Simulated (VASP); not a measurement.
Wanted: the native input for a VASP 6.6.1 run.

| Item | Value |
| --- | --- |
| Task | band structure |
| Functional | HSE06 |
| Potentials or basis | VASP PAW PBE potentials, release 64 (B, As) |
| Cutoff | 520 eV |
| k mesh | 8 × 8 × 8 |
| Occupations | gaussian, width 0.03 eV |
| Spin | no spin polarisation |
| Grid for exact exchange (PRECFOCK) | Fast |
| Screening parameter | 0.2 1/A |
| Further INCAR settings | ALGO = Normal; EDIFF = 1e-07; NBANDS = 11 |

BAs:

```
B As
1.0
     0.00000    2.38850    2.38850
     2.38850    0.00000    2.38850
     2.38850    2.38850    0.00000
B As
1 1
Direct
  0.00000 0.00000 0.00000
  0.25000 0.25000 0.25000
```

One way to write it, as run:

POSCAR

```
BAs                                     
1.0
    0.0000000000      2.3885000000      2.3885000000
    2.3885000000      0.0000000000      2.3885000000
    2.3885000000      2.3885000000      0.0000000000
  B               As            
     1     1
Direct
     0.0000000000000000    0.0000000000000000    0.0000000000000000
     0.2500000000000000    0.2500000000000000    0.2500000000000000
```

INCAR.step1

```
SYSTEM = BAs
PREC     = Accurate       ! precision mode
ENCUT    = 520            ! plane-wave cutoff, eV
EDIFF    = 1E-5           ! SCF threshold, eV
ISMEAR   = 0              ! smearing method
SIGMA    = 0.03           ! smearing width, eV
LREAL    = .False.        ! projectors in reciprocal space
LASPH    = .True.         ! aspherical terms in the spheres
NELM     = 80             ! most SCF steps
ALGO     = Normal         ! electronic algorithm
ISIF     = 2              ! what is computed and relaxed
LWAVE    = .True.         ! write WAVECAR
LCHARG   = .False.        ! write CHGCAR
NBANDS   = 11             ! bands
KPAR     = 8            
GGA      = PE             ! functional
```

INCAR.step2

```
SYSTEM = BAs
PREC     = Accurate       ! precision mode
ENCUT    = 520            ! plane-wave cutoff, eV
EDIFF    = 1E-7           ! SCF threshold, eV
ISMEAR   = 0              ! smearing method
SIGMA    = 0.03           ! smearing width, eV
LREAL    = .False.        ! projectors in reciprocal space
LASPH    = .True.         ! aspherical terms in the spheres
NELM     = 80             ! most SCF steps
ALGO     = Normal         ! electronic algorithm
ISIF     = 2              ! what is computed and relaxed
LWAVE    = .False.        ! write WAVECAR
LCHARG   = .False.        ! write CHGCAR
GGA      = PE             ! functional
LHFCALC  = .True.         ! exact exchange
HFSCREEN = 0.2            ! screening, 1/A
PRECFOCK = Fast         
NBANDS   = 11             ! bands
KPAR     = 8            
ISTART   = 1
```

KPOINTS

```
regular mesh
0
Gamma
  8 8 8
  0 0 0
```

KPOINTS_OPT

```
explicit points
6
Reciprocal
 0.0000000000  0.0000000000  0.0000000000 1
 0.3750000000  0.3750000000  0.7500000000 1
 0.5000000000  0.5000000000  0.5000000000 1
 0.6250000000  0.2500000000  0.6250000000 1
 0.5000000000  0.2500000000  0.7500000000 1
 0.5000000000  0.0000000000  0.5000000000 1
```

Potentials or basis: VASP PAW PBE potentials, release 64 (B, As).

Run with:

```bash
$ cat potpaw_PBE.64/B/POTCAR potpaw_PBE.64/As/POTCAR > POTCAR
$ cp INCAR.step1 INCAR
$ mpirun -np 8 vasp_std > vasp.out
$ cp INCAR.step2 INCAR
$ mpirun -np 8 vasp_std > vasp.out
```

It gave:

- Pressure: -0.6 GPa
- Band gap on the k mesh: 1.86 eV, indirect (least direct gap 4.13 eV)
- Band gap along the path: 2.09 eV, indirect (least direct gap 4.13 eV)

Caveat: the PAW data sets were made with another functional, which shifts forces and pressure a little.

It took 4.8 min on 8 MPI ranks on Intel(R) Xeon(R) Platinum 8259CL CPU @ 2.50GHz (Skylake/Cascade Lake), on a shared host, peak memory 0.3 GiB a rank.
